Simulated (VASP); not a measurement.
# 2H-WSe2 monolayer and its bilayer, part 5 of 9

Aim: relax 2H-WSe2 monolayer, place its levels against the vacuum, then find how two sheets stack and bind.

VASP 6.6.1, plane waves and PAW; the level of theory is named at each step.

So far. Step 6 (The slab in a field, field 0.1): Energy at zero smearing: -81.29653 eV.

### Step 7. With spin-orbit coupling

This step: r2SCAN with rVV10, spin-orbit coupling, no spin polarisation; plane waves and PAW (W, Se) (VASP 6.6.1).

For heavy elements spin-orbit coupling shifts the highest filled levels.

INCAR reads:

```
SYSTEM = WSe2
PREC = Normal
ENCUT = 350
EDIFF = 1E-06
NELM = 120
ISMEAR = 0
SIGMA = 0.03
LREAL = .FALSE.
ALGO = Normal
METAGGA = R2SCAN
LUSE_VDW = .TRUE.
IVDW_NL = 2
BPARAM = 11.95
CPARAM = 0.0093
LASPH = .TRUE.
LNONCOLLINEAR = .TRUE.
MAGMOM = 0 0 0 0 0 0 0 0 0
NBANDS = 30
GGA_COMPAT = .FALSE.
LSORBIT = .TRUE.
LMAXMIX = 4
LWAVE = .FALSE.
LCHARG = .FALSE.
KPAR = 4
IDIPOL = 3
LDIPOL = .TRUE.
DIPOL = 0.5 0.5 0.5
```

POSCAR reads:

```
WSe2
1.0
    3.2949711325      0.0000000000      0.0000000000
   -1.6474855662      2.8535287055      0.0000000000
    0.0000000000      0.0000000000     22.0000000000
W Se
1 2
Direct
    0.3333333333      0.6666666667      0.5000000000
    0.6666666667      0.3333333333      0.4243580650
    0.6666666667      0.3333333333      0.5756419350
```

KPOINTS reads:

```
Automatic mesh
0
Gamma
12 12 1
0 0 0
```

KPOINTS_OPT reads:

```
Line mode
14
Line-mode
Reciprocal
  0.00000000   0.00000000   0.00000000 GAMMA
  0.50000000   0.00000000   0.00000000 M

  0.50000000   0.00000000   0.00000000 M
  0.33333333   0.33333333   0.00000000 K

  0.33333333   0.33333333   0.00000000 K
  0.00000000   0.00000000   0.00000000 GAMMA
```

Potentials, in the order of the species: W and Se (PBE family, release 64).

The run is started by

```bash
$ mpirun -np 4 vasp_ncl
```

What it wrote:

```text
[... set-up lines as in an earlier step ...]
 entering main loop
       N       E                     dE             d eps       ncg     rms          rms(c)
Total rVV10 correction in eV:      0.5452548    25.4157834
Total rVV10 correction in eV:      0.5452548    25.4157834
Total rVV10 correction in eV:      0.5452548    25.4157834
Total rVV10 correction in eV:      0.5452548    25.4157834
DAV:   1     0.516985653892E+02    0.51699E+02   -0.49431E+03  1892   0.654E+02
DAV:   2    -0.694825415240E+02   -0.12118E+03   -0.11537E+03  2832   0.162E+02
DAV:   3    -0.838057335723E+02   -0.14323E+02   -0.14194E+02  2568   0.632E+01
DAV:   4    -0.840946118841E+02   -0.28888E+00   -0.28756E+00  2438   0.108E+01
DAV:   5    -0.840999628786E+02   -0.53510E-02   -0.53490E-02  2394   0.134E+00    0.211E+01
Total rVV10 correction in eV:      0.5452350    25.4163420
Total rVV10 correction in eV:      0.5452350    25.4163420
Total rVV10 correction in eV:      0.5452350    25.4163420
Total rVV10 correction in eV:      0.5452350    25.4163420
DAV:   6    -0.816361026759E+02    0.24639E+01   -0.27775E+00  2462   0.124E+01    0.910E+00
Total rVV10 correction in eV:      0.5392318    25.4188324
Total rVV10 correction in eV:      0.5392318    25.4188324
Total rVV10 correction in eV:      0.5392318    25.4188324
Total rVV10 correction in eV:      0.5392318    25.4188324
DAV:   7    -0.815754311743E+02    0.60672E-01   -0.12805E+00  2392   0.986E+00    0.639E+00
Total rVV10 correction in eV:      0.5407995    25.4190009
Total rVV10 correction in eV:      0.5407995    25.4190009
Total rVV10 correction in eV:      0.5407995    25.4190009
Total rVV10 correction in eV:      0.5407995    25.4190009
DAV:   8    -0.814833835187E+02    0.92048E-01   -0.18229E-01  2398   0.392E+00    0.879E-01
Total rVV10 correction in eV:      0.5421817    25.4187068
Total rVV10 correction in eV:      0.5421817    25.4187068
Total rVV10 correction in eV:      0.5421817    25.4187068
Total rVV10 correction in eV:      0.5421817    25.4187068
DAV:   9    -0.814869436645E+02   -0.35601E-02   -0.26114E-02  2248   0.115E+00    0.671E-01
Total rVV10 correction in eV:      0.5445106    25.4183930
Total rVV10 correction in eV:      0.5445106    25.4183930
Total rVV10 correction in eV:      0.5445106    25.4183930
Total rVV10 correction in eV:      0.5445106    25.4183930
DAV:  10    -0.814881532058E+02   -0.12095E-02   -0.71538E-03  2326   0.552E-01    0.239E-01
Total rVV10 correction in eV:      0.5458285    25.4181752
Total rVV10 correction in eV:      0.5458285    25.4181752
Total rVV10 correction in eV:      0.5458285    25.4181752
Total rVV10 correction in eV:      0.5458285    25.4181752
DAV:  11    -0.814892496382E+02   -0.10964E-02   -0.19019E-03  2142   0.278E-01    0.124E-01
Total rVV10 correction in eV:      0.5463555    25.4179617
Total rVV10 correction in eV:      0.5463555    25.4179617
Total rVV10 correction in eV:      0.5463555    25.4179617
Total rVV10 correction in eV:      0.5463555    25.4179617
DAV:  12    -0.814896068680E+02   -0.35723E-03   -0.79041E-05  2390   0.597E-02    0.678E-02
Total rVV10 correction in eV:      0.5471409    25.4174973
Total rVV10 correction in eV:      0.5471409    25.4174973
Total rVV10 correction in eV:      0.5471409    25.4174973
Total rVV10 correction in eV:      0.5471409    25.4174973
DAV:  13    -0.814901571976E+02   -0.55033E-03   -0.34467E-04  2022   0.112E-01    0.350E-02
Total rVV10 correction in eV:      0.5473476    25.4173279
Total rVV10 correction in eV:      0.5473476    25.4173279
Total rVV10 correction in eV:      0.5473476    25.4173279
Total rVV10 correction in eV:      0.5473476    25.4173279
DAV:  14    -0.814902637988E+02   -0.10660E-03   -0.41703E-05  2362   0.371E-02    0.193E-02
Total rVV10 correction in eV:      0.5485045    25.4165994
Total rVV10 correction in eV:      0.5485045    25.4165994
Total rVV10 correction in eV:      0.5485045    25.4165994
Total rVV10 correction in eV:      0.5485045    25.4165994
DAV:  15    -0.814909110238E+02   -0.64722E-03   -0.24081E-04  2066   0.902E-02    0.179E-02
Total rVV10 correction in eV:      0.5488221    25.4163212
Total rVV10 correction in eV:      0.5488221    25.4163212
Total rVV10 correction in eV:      0.5488221    25.4163212
Total rVV10 correction in eV:      0.5488221    25.4163212
DAV:  16    -0.814912943069E+02   -0.38328E-03   -0.58652E-05  2294   0.469E-02    0.114E-02
Total rVV10 correction in eV:      0.5488930    25.4161662
Total rVV10 correction in eV:      0.5488930    25.4161662
Total rVV10 correction in eV:      0.5488930    25.4161662
Total rVV10 correction in eV:      0.5488930    25.4161662
DAV:  17    -0.814914993533E+02   -0.20505E-03   -0.36119E-05  2352   0.611E-02    0.718E-03
Total rVV10 correction in eV:      0.5488925    25.4159199
Total rVV10 correction in eV:      0.5488925    25.4159199
Total rVV10 correction in eV:      0.5488925    25.4159199
Total rVV10 correction in eV:      0.5488925    25.4159199
DAV:  18    -0.814917522803E+02   -0.25293E-03   -0.63400E-05  2290   0.683E-02    0.257E-03
Total rVV10 correction in eV:      0.5488620    25.4158579
Total rVV10 correction in eV:      0.5488620    25.4158579
Total rVV10 correction in eV:      0.5488620    25.4158579
Total rVV10 correction in eV:      0.5488620    25.4158579
DAV:  19    -0.814918032788E+02   -0.50998E-04   -0.81453E-05  2286   0.105E-01    0.350E-03
Total rVV10 correction in eV:      0.5488507    25.4158309
Total rVV10 correction in eV:      0.5488507    25.4158309
Total rVV10 correction in eV:      0.5488507    25.4158309
Total rVV10 correction in eV:      0.5488507    25.4158309
DAV:  20    -0.814918252991E+02   -0.22020E-04   -0.59935E-05  2070   0.830E-02    0.175E-03
Total rVV10 correction in eV:      0.5488439    25.4158155
Total rVV10 correction in eV:      0.5488439    25.4158155
Total rVV10 correction in eV:      0.5488439    25.4158155
Total rVV10 correction in eV:      0.5488439    25.4158155
DAV:  21    -0.814918472223E+02   -0.21923E-04   -0.15465E-04  2172   0.117E-01    0.154E-03
Total rVV10 correction in eV:      0.5488316    25.4157902
Total rVV10 correction in eV:      0.5488316    25.4157902
Total rVV10 correction in eV:      0.5488316    25.4157902
Total rVV10 correction in eV:      0.5488316    25.4157902
DAV:  22    -0.814918401618E+02    0.70605E-05   -0.63844E-05  1962   0.799E-02    0.108E-03
Total rVV10 correction in eV:      0.5488297    25.4157855
Total rVV10 correction in eV:      0.5488297    25.4157855
Total rVV10 correction in eV:      0.5488297    25.4157855
Total rVV10 correction in eV:      0.5488297    25.4157855
DAV:  23    -0.814918433666E+02   -0.32048E-05   -0.15668E-05  2100   0.468E-02    0.617E-04
[...]
Total rVV10 correction in eV:      0.5488255    25.4157823
Total rVV10 correction in eV:      0.5488255    25.4157823
DAV:  26    -0.814918478457E+02   -0.25460E-06   -0.25665E-05  1908   0.497E-02    0.541E-04
Total rVV10 correction in eV:      0.5488250    25.4157824
Total rVV10 correction in eV:      0.5488250    25.4157824
Total rVV10 correction in eV:      0.5488250    25.4157824
Total rVV10 correction in eV:      0.5488250    25.4157824
DAV:  27    -0.814918448666E+02    0.29791E-05   -0.11332E-05  1908   0.393E-02    0.462E-04
Total rVV10 correction in eV:      0.5488245    25.4157829
Total rVV10 correction in eV:      0.5488245    25.4157829
Total rVV10 correction in eV:      0.5488245    25.4157829
Total rVV10 correction in eV:      0.5488245    25.4157829
DAV:  28    -0.814918462804E+02   -0.14138E-05   -0.13000E-05  1908   0.384E-02    0.438E-04
Total rVV10 correction in eV:      0.5488239    25.4157841
Total rVV10 correction in eV:      0.5488239    25.4157841
Total rVV10 correction in eV:      0.5488239    25.4157841
Total rVV10 correction in eV:      0.5488239    25.4157841
DAV:  29    -0.814918457288E+02    0.55160E-06   -0.31801E-05  1908   0.528E-02    0.834E-04
Total rVV10 correction in eV:      0.5488237    25.4157846
Total rVV10 correction in eV:      0.5488237    25.4157846
Total rVV10 correction in eV:      0.5488237    25.4157846
Total rVV10 correction in eV:      0.5488237    25.4157846
DAV:  30    -0.814918456327E+02    0.96090E-07   -0.16397E-05  1908   0.457E-02    0.971E-04
Total rVV10 correction in eV:      0.5488238    25.4157851
Total rVV10 correction in eV:      0.5488238    25.4157851
Total rVV10 correction in eV:      0.5488238    25.4157851
Total rVV10 correction in eV:      0.5488238    25.4157851
DAV:  31    -0.814918490807E+02   -0.34480E-05   -0.31436E-05  1908   0.622E-02    0.136E-03
Total rVV10 correction in eV:      0.5488236    25.4157865
Total rVV10 correction in eV:      0.5488236    25.4157865
Total rVV10 correction in eV:      0.5488236    25.4157865
Total rVV10 correction in eV:      0.5488236    25.4157865
DAV:  32    -0.814918645475E+02   -0.15467E-04   -0.94086E-05  1896   0.104E-01    0.199E-03
Total rVV10 correction in eV:      0.5488238    25.4157887
Total rVV10 correction in eV:      0.5488238    25.4157887
Total rVV10 correction in eV:      0.5488238    25.4157887
Total rVV10 correction in eV:      0.5488238    25.4157887
DAV:  33    -0.814918911305E+02   -0.26583E-04   -0.21215E-04  1872   0.158E-01    0.300E-03
Total rVV10 correction in eV:      0.5488235    25.4157910
Total rVV10 correction in eV:      0.5488235    25.4157910
Total rVV10 correction in eV:      0.5488235    25.4157910
Total rVV10 correction in eV:      0.5488235    25.4157910
DAV:  34    -0.814919480834E+02   -0.56953E-04   -0.28847E-04  1872   0.178E-01    0.420E-03
Total rVV10 correction in eV:      0.5488237    25.4157952
Total rVV10 correction in eV:      0.5488237    25.4157952
Total rVV10 correction in eV:      0.5488237    25.4157952
Total rVV10 correction in eV:      0.5488237    25.4157952
DAV:  35    -0.814920321117E+02   -0.84028E-04   -0.18400E-04  1896   0.131E-01    0.531E-03
Total rVV10 correction in eV:      0.5488239    25.4158003
Total rVV10 correction in eV:      0.5488239    25.4158003
Total rVV10 correction in eV:      0.5488239    25.4158003
Total rVV10 correction in eV:      0.5488239    25.4158003
DAV:  36    -0.814920939489E+02   -0.61837E-04   -0.90835E-05  1964   0.972E-02    0.602E-03
Total rVV10 correction in eV:      0.5488241    25.4158049
Total rVV10 correction in eV:      0.5488241    25.4158049
Total rVV10 correction in eV:      0.5488241    25.4158049
Total rVV10 correction in eV:      0.5488241    25.4158049
DAV:  37    -0.814921158312E+02   -0.21882E-04   -0.58685E-05  1884   0.805E-02    0.640E-03
Total rVV10 correction in eV:      0.5488244    25.4158087
Total rVV10 correction in eV:      0.5488244    25.4158087
Total rVV10 correction in eV:      0.5488244    25.4158087
Total rVV10 correction in eV:      0.5488244    25.4158087
DAV:  38    -0.814921206801E+02   -0.48490E-05   -0.39155E-05  1920   0.594E-02    0.664E-03
Total rVV10 correction in eV:      0.5488244    25.4158110
Total rVV10 correction in eV:      0.5488244    25.4158110
Total rVV10 correction in eV:      0.5488244    25.4158110
Total rVV10 correction in eV:      0.5488244    25.4158110
DAV:  39    -0.814921218099E+02   -0.11297E-05   -0.15841E-05  2022   0.432E-02    0.672E-03
Total rVV10 correction in eV:      0.5488245    25.4158128
Total rVV10 correction in eV:      0.5488245    25.4158128
Total rVV10 correction in eV:      0.5488245    25.4158128
Total rVV10 correction in eV:      0.5488245    25.4158128
DAV:  40    -0.814921327052E+02   -0.10895E-04   -0.17698E-05  1890   0.429E-02    0.681E-03
Total rVV10 correction in eV:      0.5488246    25.4158141
Total rVV10 correction in eV:      0.5488246    25.4158141
Total rVV10 correction in eV:      0.5488246    25.4158141
Total rVV10 correction in eV:      0.5488246    25.4158141
DAV:  41    -0.814921427434E+02   -0.10038E-04   -0.13682E-05  1872   0.408E-02    0.687E-03
Total rVV10 correction in eV:      0.5488246    25.4158143
Total rVV10 correction in eV:      0.5488246    25.4158143
Total rVV10 correction in eV:      0.5488246    25.4158143
Total rVV10 correction in eV:      0.5488246    25.4158143
DAV:  42    -0.814921493530E+02   -0.66096E-05   -0.51137E-06  2004   0.241E-02    0.687E-03
Total rVV10 correction in eV:      0.5488246    25.4158146
Total rVV10 correction in eV:      0.5488246    25.4158146
Total rVV10 correction in eV:      0.5488246    25.4158146
Total rVV10 correction in eV:      0.5488246    25.4158146
DAV:  43    -0.814921540832E+02   -0.47302E-05   -0.16884E-06  1846   0.136E-02    0.689E-03
Total rVV10 correction in eV:      0.5488246    25.4158147
Total rVV10 correction in eV:      0.5488246    25.4158147
Total rVV10 correction in eV:      0.5488246    25.4158147
Total rVV10 correction in eV:      0.5488246    25.4158147
DAV:  44    -0.814921607327E+02   -0.66494E-05   -0.60119E-06  1816   0.266E-02    0.692E-03
Total rVV10 correction in eV:      0.5488246    25.4158148
Total rVV10 correction in eV:      0.5488246    25.4158148
Total rVV10 correction in eV:      0.5488246    25.4158148
Total rVV10 correction in eV:      0.5488246    25.4158148
DAV:  45    -0.814921616307E+02   -0.89807E-06   -0.89837E-07  1682   0.114E-02
Total rVV10 correction in eV:      0.5488286    25.4157856
Total rVV10 correction in eV:      0.5488286    25.4157856
Total rVV10 correction in eV:      0.5488286    25.4157856
Total rVV10 correction in eV:      0.5488286    25.4157856
Total rVV10 correction in eV:      0.5488246    25.4158149
Total rVV10 correction in eV:      0.5488246    25.4158149
Total rVV10 correction in eV:      0.5488246    25.4158149
Total rVV10 correction in eV:      0.5488246    25.4158149
   1 F= -.81492162E+02 E0= -.81492162E+02  d E =-.282198E-15  mag=     0.0000     0.0000    -0.0000
 Start KPOINTS_OPT (optional k-point list driver)
k-point batch [1-31\42]
       N       E                     dE             ncg
DAV:   1    -0.152656960064E+03   -0.13005E+05     1868
DAV:   2    -0.397746604672E+04   -0.38248E+04     2808
DAV:   3    -0.441216124868E+04   -0.43470E+03     2482
DAV:   4    -0.442104962556E+04   -0.88884E+01     2398
DAV:   5    -0.442119211700E+04   -0.14249E+00     2324
DAV:   6    -0.442119599541E+04   -0.38784E-02     2456
DAV:   7    -0.442119612852E+04   -0.13310E-03     2390
DAV:   8    -0.442119613526E+04   -0.67489E-05     2164
DAV:   9    -0.442119613550E+04   -0.23668E-06     1654
k-point batch [32-42\42]
       N       E                     dE             ncg
DAV:   1     0.109483723264E+05   -0.23502E+04      684
DAV:   2     0.972941690544E+04   -0.12190E+04     1004
DAV:   3     0.956165476972E+04   -0.16776E+03      896
DAV:   4     0.955757444042E+04   -0.40803E+01      896
DAV:   5     0.955749803283E+04   -0.76408E-01      836
DAV:   6     0.955749587267E+04   -0.21602E-02      870
DAV:   7     0.955749578385E+04   -0.88819E-04      870
DAV:   8     0.955749577999E+04   -0.38632E-05      788
DAV:   9     0.955749577984E+04   -0.14977E-06      638
```

Elapsed: 9.8 min, on 4 MPI ranks of AMD EPYC 9R45, shared host; peak memory 2.4 GiB; 39 min of CPU time.

OUTCAR, selected parts (step 7):

```text
   k-points           NKPTS =     31   k-points in BZ     NKDIM =     31   number of bands    NBANDS=     30

   NELECT =      18.0000    total number of electrons

 dipolmoment           0.000000      0.000000     -0.000000 electrons x Angstroem

 E-fermi :  -1.9693

 k-point     1 :       0.0000    0.0000    0.0000
  band No.  band energies     occupation
    ...
     14      -3.9207      1.00000
     15      -3.5278      1.00000
     16      -3.5278      1.00000
     17      -2.6193      1.00000
     18      -2.6193      1.00000
     19       0.6126      0.00000
     20       0.6126      0.00000
     21       0.8591      0.00000
     22       0.8591      0.00000
     23       0.9466      0.00000
    ...

  Total        0.0221031      0.0221031     -0.0145047      0.0000000      0.0000000      0.0000000
  in kB        0.1712014      0.1712014     -0.1123475      0.0000000      0.0000000      0.0000000
  external PRESSURE =       0.0766851 kB  Pullay stress =       0.0000000 kB

 POSITION                                       TOTAL-FORCE (eV/Angst)
 -----------------------------------------------------------------------------------
     -0.00000      1.90235     11.00000        -0.000000      0.000000      0.000000
      1.64749      0.95118      9.33588         0.000000      0.000000     -0.019669
      1.64749      0.95118     12.66412         0.000000      0.000000      0.019669
 -----------------------------------------------------------------------------------
    total drift:                                0.000010     -0.000004     -0.000000

  FREE ENERGIE OF THE ION-ELECTRON SYSTEM (eV)
  ---------------------------------------------------
  free  energy   TOTEN  =       -81.4921616307 eV

  energy  without entropy=      -81.4921616307  energy(sigma->0) =      -81.49216163

 vacuum level on the upper side and lower side of the slab         3.027         3.027

 Spin-Orbit-Coupling matrix elements
 Ion:    1  E_soc:     -0.3163785
 Ion:    2  E_soc:     -0.0407492
 Ion:    3  E_soc:     -0.0407492

[... 6 parts as in an earlier step ...]

[... 9 further parts left out ...]
```

Numbers from this step:

```
electronic cycles                 : 45
free energy (TOTEN)               : -81.4922 eV
Fermi energy                      : -1.969 eV
least gap on mesh and path        : 1.417 eV
least direct gap on mesh and path : 1.417 eV
dipole moment                     : 0, 0, 0 e·Å
```

On-site spin-orbit energy by atom:

```
atom  on-site spin-orbit energy (eV)
  W1                          -0.316
 Se2                          -0.041
 Se3                          -0.041
```

Electronic bands along the path, in eV, zero at the valence-band top; v1 is the highest filled band, c1 the lowest empty one:

```csv
point,v4,v3,v2,v1,c1,c2,c3,c4
Γ,-1.40,-1.40,-0.49,-0.49,2.74,2.74,2.98,2.98
0.54 of the way,-1.82,-1.82,-1.25,-1.25,1.88,1.88,2.30,2.30
M,-1.41,-1.41,-1.12,-1.12,2.20,2.20,2.74,2.74
0.46 of the way,-2.49,-2.47,-0.85,-0.49,1.98,2.18,2.66,3.13
K,-2.77,-2.69,-0.47,0.00,1.42,1.45,2.82,2.82
0.46 of the way,-1.82,-1.64,-1.19,-0.90,1.49,1.73,2.38,2.41
Γ,-1.40,-1.40,-0.49,-0.49,2.74,2.74,2.98,2.98
```

On this path the gap is direct, 1.42 eV, with the valence top at K and the conduction bottom at K.

(Part 5 of 9 ends here.)

[Lines on the potential files, build, host, timing and source positions are cut from VASP's logs without a mark.]

[Logs are printed without paths, hosts, clocks, repeated set-up lines and the standing remarks that a program may print on its own settings, such as how far it seeks lower states.]

[Hosts, paths, dates, database ids (printed as entryN), source tags and the programs' standing remarks are cut or masked in the printed files.]

[Runs that stopped without an error message from VASP are left out.]
